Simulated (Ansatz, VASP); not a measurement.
**BaTiO3: VASP beside Ansatz**

Contents of INCAR:

```
PREC = Accurate
ENCUT = 520
EDIFF = 1E-6
ISMEAR = 0
SIGMA = 0.02
LREAL = False
LASPH = True
NELM = 100
ALGO = Normal
ISIF = 2
LWAVE = False
LCHARG = False
GGA = PE
NBANDS = 28
```

KPOINTS

```
regular mesh
0
Gamma
  8 8 6
```

The input POSCAR:

```
BaTiO3
1.0
    3.9256680472      0.0000000000      0.0000000000
    0.0000000000      3.9256680472      0.0000000000
    0.0000000000      0.0000000000      4.3396355141
Ba Ti O
1 1 3
Direct
    0.5000000000      0.5000000000      0.6006022887
    0.0000000000      0.0000000000      0.1157124600
    0.0000000000      0.5000000000      0.0564191287
    0.5000000000      0.0000000000      0.0564191287
    0.0000000000      0.0000000000      0.5308439838
```

Input for Ansatz:

```yaml
crystal:
  lattice:
    - [3.9256680472, 0.0, 0.0]
    - [0.0, 3.9256680472, 0.0]
    - [0.0, 0.0, 4.3396355141]
  atoms:
    - { symbol: Ba, position: [0.5, 0.5, 0.6006022887] }
    - { symbol: Ti, position: [0.0, 0.0, 0.11571246] }
    - { symbol: O, position: [0.0, 0.5, 0.0564191287] }
    - { symbol: O, position: [0.5, 0.0, 0.0564191287] }
    - { symbol: O, position: [0.0, 0.0, 0.5308439838] }
basis:
  ecutwfc: 420
kpoints:
  mp_grid: { grid: [8, 8, 6] }
  band_path: { path: [VBM, CBM], npoints: 2 }
hamiltonian:
  xc: pbe
scf:
  occupations: { method: gaussian, width: 0.02 }
output:
  forces: true
  stress: true
  eigenvalues: true
checkpoint:
  read: start.run
  write: ck
  compress: false
  write_wavefunctions: false
  write_every: 100000
```

Alike in both runs: task single point; functional PBE; k mesh 8 × 8 × 6; occupations gaussian, width 0.02 eV; no spin polarisation.

```csv
,VASP,Ansatz
version,VASP 6.6.1,Ansatz 0.2.0
potentials or method,"VASP PAW PBE potentials, release 64 (Ba_sv, Ti_sv, O)","scalar-relativistic, plane waves, PAW"
plane-wave cutoff (eV),520,420
valence electrons in the cell,40,40
```

```tsv
	VASP	Ansatz	Ansatz less VASP
gap on the k mesh at the Fermi level (eV)	1.83	1.88	+0.050
least direct gap on the mesh (eV)	2.51	2.55	+0.035
pressure (GPa)	3.7	2.1	-1.59
largest component of the traceless stress (GPa)	2.14	2.11	-0.031
rms of the force components (eV/Å)	0.036	0.000	-0.0356
```

Atom by atom the forces differ by 0.036 eV/Å (rms over components).

Caveats: spin-orbit coupling is left out, which moves the levels of the heavy elements. A hybrid or GW would open this gap; PBE tends to underestimate it. A k mesh can miss the band edges.
